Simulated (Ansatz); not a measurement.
# Electron scattering at the Σ5 (310) boundary in bcc W with N (interstitial), part 2 of 2

Wanted: what the Σ5 (310) boundary in bcc W with N (interstitial) costs an interconnect.

Ansatz 0.2.0; Ansatz plane-wave DFT, PBE, PAW files; relaxation of a bicrystal slab with its lowest layers held; PAW set soft_1 (the session's first sound run).

So far. Step 2 (Relaxing the bicrystal): The largest force component on a free atom ends at 0.0081 eV/Å, under the tolerance of 0.03, after 8 steps.

### Step 3. Transmission across the boundary

Bulk layers of each grain are laid under and over the relaxed boundary, and a lead is named in the middle of each, away from the free faces. The mesh across the current, 20×20, is finer than the density's, because channels open and close sharply across the zone. Energies from -0.1 to 0.1 eV in steps of 0.05 eV are too few for the program's thermal sum, so it prints no conductance; for a metal the transmission near the Fermi level serves, at a fraction of the cost.

This step: Ansatz plane-wave DFT, PBE, PAW files; ballistic transport by layer matching (Landauer), zero bias; boundary relaxed in a short slab, bulk layers laid on; PAW set soft_1 (Ansatz 0.2.0).

System of this step: Σ5 (310) boundary in bcc W with N (interstitial). The cell holds 44 atoms: 43 W and 1 N. Its edges and angles: a = 5.248 Å, b = 3.165 Å, c = 50.558 Å, α = 90.0°, β = 90.0°, γ = 72.5°. It derives from W. Regions: lower grain, 17 atoms (17 W); boundary, 13 atoms (12 W and 1 N); upper grain, 14 atoms (14 W). Vacuum lies along c.

File input.yaml:

```yaml
crystal:
  lattice:
    - [5.2482270683, 0.0, 0.0]
    - [0.9542231033, 3.0175184024, 0.0]
    - [0.0, 0.0, 50.558192297]
  atoms:
    - { symbol: W, position: [-9.2, -6.8999999999, 0.0791167528] }
    - { symbol: W, position: [-8.8, -6.5999999999, 0.0989117175] }
    - { symbol: W, position: [-8.4, -6.2999999999, 0.1187066822] }
    - { symbol: W, position: [-8.0, -5.9999999999, 0.138501647] }
    - { symbol: W, position: [-7.6, -5.6999999999, 0.1582966117] }
    - { symbol: W, position: [-7.2, -5.3999999999, 0.1780915765] }
    - { symbol: W, position: [-6.8, -5.0999999999, 0.1978865412] }
    - { symbol: W, position: [-6.4, -4.7999999999, 0.2176815059] }
    - { symbol: W, position: [-6.0, -4.4999999999, 0.2374764707] }
    - { symbol: W, position: [-5.6, -4.1999999999, 0.2572714354] }
    - { symbol: W, position: [-5.2, -3.9, 0.2770664002] }
    - { symbol: W, position: [-4.8, -3.6, 0.2968613649] }
    - { symbol: W, position: [-4.4, -3.3, 0.3166563297] }
    - { symbol: W, position: [-4.0, -3.0, 0.3364512944] }
    - { symbol: W, position: [-3.6, -2.7, 0.3562462591] }
    - { symbol: W, position: [-3.2, -2.4, 0.3760412239] }
    - { symbol: W, position: [-2.8, -2.1, 0.3958361886] }
    - { symbol: W, position: [0.6, 0.2, 0.4156311534] }
    - { symbol: W, position: [0.0032481059, 0.4983759471, 0.4350206748] }
    - { symbol: W, position: [0.4029155633, 0.7985422184, 0.4553238458] }
    - { symbol: W, position: [0.8060291611, 0.0969854195, 0.4753375656] }
    - { symbol: W, position: [0.1972352864, 0.4013823568, 0.4954788915] }
    - { symbol: W, position: [0.6108914059, 0.694554297, 0.513868021] }
    - { symbol: W, position: [0.0220946907, -0.0110473454, 0.5397936106] }
    - { symbol: "N", position: [0.3358775719, 0.3320612141, 0.5394441837] }
    - { symbol: W, position: [0.6053199286, 0.6973400357, 0.5651714543] }
    - { symbol: W, position: [0.194263091, 0.4028684545, 0.5835792721] }
    - { symbol: W, position: [0.8013110664, 0.0993444668, 0.6037642117] }
    - { symbol: W, position: [0.3970918833, 0.8014540584, 0.6239277353] }
    - { symbol: W, position: [0.0003993914, 0.4998003043, 0.6437537409] }
    - { symbol: W, position: [-2.3996006086, -1.8001996957, 0.6635487056] }
    - { symbol: W, position: [-2.7996006086, -2.1001996957, 0.6833436703] }
    - { symbol: W, position: [-3.1996006086, -2.4001996957, 0.7031386351] }
    - { symbol: W, position: [-3.5996006086, -2.7001996957, 0.7229335998] }
    - { symbol: W, position: [-3.9996006086, -3.0001996957, 0.7427285646] }
    - { symbol: W, position: [-4.3996006086, -3.3001996957, 0.7625235293] }
    - { symbol: W, position: [-4.7996006086, -3.6001996957, 0.7823184941] }
    - { symbol: W, position: [-5.1996006086, -3.9001996957, 0.8021134588] }
    - { symbol: W, position: [-5.5996006086, -4.2001996956, 0.8219084235] }
    - { symbol: W, position: [-5.9996006086, -4.5001996956, 0.8417033883] }
    - { symbol: W, position: [-6.3996006086, -4.8001996956, 0.861498353] }
    - { symbol: W, position: [-6.7996006086, -5.1001996956, 0.8812933178] }
    - { symbol: W, position: [-7.1996006086, -5.4001996956, 0.9010882825] }
    - { symbol: W, position: [-7.5996006086, -5.7001996956, 0.9208832472] }
kpoints:
  mp_grid: { grid: [8, 8, 1] }
hamiltonian:
  xc: pbe
  pseudopotentials: { kind: paw, azcp: { folder: soft_1 } }
scf:
  occupations: { method: fermi_dirac, width: 0.1 }
output:
  transmission:
    leads: [[9, 10], [35, 36]]
    kmesh: [20, 20]
    e_range: [-0.1, 0.1]
    de: 0.05
  write_potential: true
  write_density: true
  volumetric_format: npy
  elf: true
```

Command:

```console
$ ansatz run input.yaml --threads 4 --pin off --max-ram 15360MiB --backend cpu --events-out ev --progress --plain --runs-dir out
```

Numbers of over 12 decimals in the logs are rounded to 6 here.

What it wrote:

```text
[...]
Crystal: 44 atoms, lattice volume = 800.671 Å³
Basis set: ecut = 420 eV, 15721 PW (Γ)
Bands: 365, of which v1, the nominal top of the filled ones, is band 304 counted from 1 (303 counted from 0)
Symmetry: 2 space group operations
[...]
k-points: 21 of 64 (time reversal used)
[...]
SCF iter   1: F=—  HF=-446983.546186 eV  |F-HF|=—  |Δ(HF+E_count)|=         —  Δρ=6.49e-2  dr2=3.87e2  ethr=3.10e-3  ⟨swp⟩=6.0  Hψ=30591  notcnv=0
[...]
SCF iter  12: F=-446968.985188 eV  HF=-446968.985188 eV  |F-HF|=5.66e-8  |Δ(HF+E_count)|=   3.50e-8  Δρ=1.60e-6  dr2=9.01e-8  ethr=1.65e-11  ⟨swp⟩=16.2  Hψ=25429  notcnv=0
SCF 1 converged in 12 iterations: F = -446968.985188 eV  dr2 = 9.01e-8
[...]
transmission: 512 of 5106 steps passed
transmission: 1022 of 5106 steps passed
[...]
transmission: 5106 of 5106 steps passed
WARN: The output density's exchange-correlation potential varies sharply where the density is thin. Do not read a vacuum level from v_tot or v_xc, or from such a field of the output density. On a cell that repeats whose density bears no net charge and no dipole along the vacuum's axis use v_es (v_loc + v_h of the components); under efield.dipole_correction with no amplitude use v_es + v_field, which holds any externa [...]
SCF converged after 12 iterations
Free energy (F): -446968.985188 eV
[...]
Internal energy: -446968.149903 eV  (E = F + TS)
E sigma→0 (E₀):  -446968.567545 eV
Entropy (-TS):   -0.835285 eV (-18.984 meV/atom)
Fermi energy:    18.674584 eV
[...]
--- Band table (eV; the first three rows and the last of 21) ---
  k-point 0: bands = [... 300 lower, 18.4548, 18.4685, 18.5371, 18.5671, 18.6281, 18.6483, 18.6587, 18.7289, ... 57 higher]
  k-point 1: bands = [... 300 lower, 18.1949, 18.2571, 18.2789, 18.3129, 18.4216, 18.5191, 18.5974, 18.6708, ... 57 higher]
  k-point 2: bands = [... 300 lower, 17.9406, 18.0515, 18.0826, 18.3561, 18.4920, 18.7754, 18.8305, 18.9248, ... 57 higher]
  k-point 20: bands = [... 300 lower, 18.6343, 18.7078, 18.7135, 18.8095, 18.8483, 18.8936, 18.9076, 18.9267, ... 57 higher]
--- Transmission ---
  basis      : 141 plane waves across, 46 finite elements along
  points     : 111, standing for a mesh of 20 x 20
  energies   : 5 from -0.100000 to 0.100000 eV about the Fermi level, 0.050000 eV apart; the leads are filled to 0.000000 eV, and channels, transmission and decay are at 0.000000 eV
  crystal 0  : W2, at the sites [9, 10], period 2.0016 Å, over 18.01 Å; its Hamiltonian steps by up to 15.7 meV
    offset         : up to 0.0000 Å between an atom of the period and one for which it stands
    channels       : 1.905000e0 a spin
    conductance    : none, the energies end too early or step too widely for 300 K: set another output.transmission.e_range or a lower de, or, where they end at an eighth of basis.ecutwfc, a higher one
    slowest decay  : 0.0319 /Å at (0.0000, 0.3000)
[...]
channels       : 1.895000e0 a spin
[...]
slowest decay  : 0.0334 /Å at (0.0000, 0.3000)
  junction   : crystal 0 to crystal 1, 12.51 to 38.05 Å
    transmission   : 6.365341e-1 a spin
[...]
```

Wall time 18 min (4 threads of Arm Neoverse V1, shared host); peak memory 9 GiB.

Reading the cycles: dr2 is the Hartree energy of the density residual (eV), the measure of convergence; HF is the Harris–Foulkes estimate of the energy, which meets the free energy F at convergence.

Numbers from this step:

```
free energy                                    : -446968.9852 eV
energy at zero smearing                        : -446968.5675 eV
Fermi energy                                   : 18.67 eV
cell area                                      : 15.84 Å²
transmission per spin nearest the Fermi level  : 0.6365
open channels per spin nearest the Fermi level : 1.905
open channels per spin, upper lead             : 1.895
step of the lead's potential                   : 15.7 meV
step of the upper lead's potential             : 13.9 meV
```

Per spin. Transmission, zone mean against energy, zero at the Fermi level:

```tsv
energy (eV)	transmission, zone mean
-0.1000	0.605
-0.0500	0.610
0.0000	0.637
0.0500	0.682
0.1000	0.718
```

Per spin. The open channels, zone mean by energy, zero at the Fermi level:

```tsv
energy (eV)	lead	upper lead
-0.1000	1.82	1.82
-0.0500	1.87	1.88
0.0000	1.91	1.90
0.0500	2.04	2.03
0.1000	2.06	2.06
```

Transmission over k1 and k2. At 0.0000 eV from the Fermi level.

Ten even steps from '_' (0.00) to '@' (2.52):
```
____..::----::..______....::::::::....__
________________________..........______
________________________..____..________
--..______..--::______________________::
--________----________________________--
::..__..::::__::..--..______..--..::__::
----------..----------____----------..--
======--++++++++====::**::====++++++++--
####%%**++++++****@@@@@@@@****++++++**%%
@@%%##==----++@@%%@@%%@@%%@@++----==##%%
##%%**++++++****@@@@@@@@****++++++**%%##
==--++++++++====::**::====++++++++--====
----..----------____----------..--------
::::__::..--..______..--..::__::::..__..
----________________________----________
--::______________________::--..______..
__________..____..______________________
________..........______________________
____....::::::::....______..::----::..__
__..::::::--::::::..__..::::::--::::::..
```
Columns: k1 (b1) from -0.5 to 0.45; rows upwards: k2 (b2) from -0.5 to 0.45.

Open channels over k1 and k2. At 0.0000 eV from the Fermi level.

Values, 12 rows by 16 columns, each cell a mean:
```
1.20 1.44 1.32 1.00 0.92 1.08 1.44 1.20 1.72 1.96 1.24 1.00 1.00 1.24 1.96 1.40
0.32 0.80 0.92 1.00 0.96 0.56 0.08 0.00 0.84 1.08 1.20 1.20 0.96 0.80 0.44 0.20
1.00 1.00 1.00 1.00 1.00 1.00 0.76 0.12 0.68 1.16 1.40 1.40 0.80 0.24 0.60 0.92
1.00 1.00 1.00 1.00 1.08 1.40 1.76 2.00 1.32 1.00 1.24 1.40 2.00 1.76 1.16 1.00
2.92 3.32 2.72 3.20 3.44 3.60 3.24 3.16 3.28 3.36 3.00 3.00 3.60 3.60 3.60 2.80
5.08 4.92 4.80 4.08 4.60 4.60 4.60 5.40 4.64 5.36 4.76 4.60 4.48 4.00 4.60 5.32
3.76 4.48 4.24 4.00 3.92 3.60 3.96 4.52 4.20 3.96 3.84 4.00 4.00 3.92 4.40 4.16
1.36 1.36 1.96 2.36 2.32 2.00 1.64 1.56 2.04 2.20 2.20 2.20 1.60 1.44 1.32 1.56
1.00 1.00 1.00 0.84 1.32 1.00 1.00 1.00 0.96 1.04 1.16 1.00 1.00 1.00 1.00 1.00
0.60 0.36 0.24 0.40 1.12 1.60 1.60 1.12 0.32 0.00 0.36 0.92 1.00 1.00 1.00 1.00
0.40 0.72 1.20 1.04 1.00 1.00 1.12 1.36 1.04 0.40 0.52 0.44 1.00 1.00 0.88 0.64
2.12 2.76 2.40 1.68 1.12 1.60 2.20 2.92 2.12 2.60 2.48 1.76 1.12 1.60 2.44 2.68
```
Columns: k1 (b1) from -0.5 to 0.45; rows upwards: k2 (b2) from -0.5 to 0.45.

Electrostatic potential energy in the ca plane at fractional y = 0.300, with atoms of W and N within 0.2 Å of it. With pseudopotentials it is smooth inside the atoms' cores, unlike the true potential.

Ten even steps from '0' (-27 eV) to '9' (19 eV), each cell a mean:
```
76789997423688878999998657899998888874236999
65689999777887435899998778999986436888778999
65689988899985112799999999999984113799988889
87898644689985113789899999989984113799975357
99996200279997445899889999988986435899841014
89995000159999888999999999999998878999720003
48996100269999999999999999999999999999830004
17998533589999999889998547999989999999974247
16999888899999997546895003897546899999998789
38999999999999973002685003884101699999999999
79999999888999961000588547972000489998889999
99988998645799961001589889972000489986457998
99988986212589985224798878986223799973125899
98899986201589998778998667898778899962014899
```
Columns run along c (16.0 Å, from fractional 0.37 to 0.68 of the cell; values clipped at the 3rd and 97th percentile), rows up along a (5.2 Å). Atoms in or near the plane, at fractional coordinates: N at (0.54, 0.34).

Valence density in the ca plane at fractional y = 0.300, with atoms of W and N within 0.2 Å of it. It is the smooth field of the valence electrons, not physical close to the nuclei.

Ten even steps from '0' (0.2 e/Å³) to '9' (5.6 e/Å³), each cell a mean:
```
00000000122000000000000010000000000001320000
11000000000000121000000000000000121000000000
00000000000001453000000000000001442000000000
00000122100001452000000000000002452000001210
00000377300000121000000000000000221000015751
00001599510000000000000000000000000000038982
10000487400000000000000000000000000000026861
40000122100000000000000221000000000000002320
40000000000000000110002553000110000000000000
20000000000000002663002453001564100000000000
00000000000000015995100221003897200000000000
00000000111000004885100000003786100001110000
00000001354100001331000000001342000002431000
00000001354100000000000000000000000003541000
```
Columns run along c (16.0 Å, from fractional 0.37 to 0.68 of the cell), rows up along a (5.2 Å). Atoms in or near the plane, at fractional coordinates: N at (0.54, 0.34).

ELF in the ca plane at fractional y = 0.300, with atoms of W and N within 0.2 Å of it. It is the smooth field of the valence electrons, not physical close to the nuclei.

Ten even steps from '0' (0.14) to '9' (0.77), each cell a mean:
```
12224532454222222334431111244333222324552255
22224543221232443244432111244422443232222455
11123222333424676233333333333424675234332223
10132245324413786343223443222435785135324532
33332788613422442243101121012432453244148884
23422866722543211353100000002441012354168585
31321688623444433444213564113443334444258783
60231354224434542122238999522211354444313541
71354210145434521232049549711321144345520123
42444443344444425786039548703776235445433444
13422353112345328667217998406768424443112442
34311232233134316777213453116878314323321331
44321333687314424764221000223675235216873232
22333433677324433211331111242122344226774243
```
Columns run along c (16.0 Å, from fractional 0.37 to 0.68 of the cell), rows up along a (5.2 Å). Atoms in or near the plane, at fractional coordinates: N at (0.54, 0.34).

Over the solved energies the transmission per spin lies between 0.605 and 0.718, out of 1.94 channels of the lead on average (up to 2.06).

### Step 4. Specific resistance

This step: Ansatz plane-wave DFT, PBE, PAW files; ballistic transport by layer matching (Landauer), zero bias; specific resistance of the boundary; PAW set soft_1 (Ansatz 0.2.0).

This step gave:

| Item | Value |
| --- | --- |
| area resistance | 2.088 fΩ m² |
| T over the leads' mean channel count | 0.3358 |

Averaged over the energies near the Fermi level, 33.6 % of the channels pass, which makes 2.09 fΩ m².

By hand, with T and the leads' channels N averaged over the energies near the Fermi level: RA = A (h/2e²)(1/T − ½[1/N₁ + 1/N₂]) = 15.84×10⁻²⁰ m² × 12 906 Ω × (1/0.6504 − ½[1/1.939 + 1/1.935]) = 2.09 fΩ m².

### Step 5. Results

- specific resistance of the boundary: 2.09 fΩ m²
- share of channels that pass: 0.336

In words: The boundary has a specific resistance of 2.1 fΩ m². The boundary reflects 66 % of the channels; 2.1 fΩ m² is 21×10⁻¹² Ω·cm². That equals the resistance of 38 nm of bulk W at 300 K (measured 5.44 µΩ cm, CRC Handbook of Chemistry and Physics, 84th ed., 2003, Electrical Resistivity of Pure Metals). One N in 15.8 Å² of boundary is a high coverage. One starting structure was relaxed; another shift or atom count at the boundary may lie lower. Spin-orbit coupling is left out, which matters for W.

[Logs are printed without paths, hosts, clocks, repeated set-up lines and the standing remarks that a program may print on its own settings, such as how far it seeks lower states.]

[Hosts, paths, dates, database ids (printed as entryN), source tags and the programs' standing remarks are cut or masked in the printed files.]
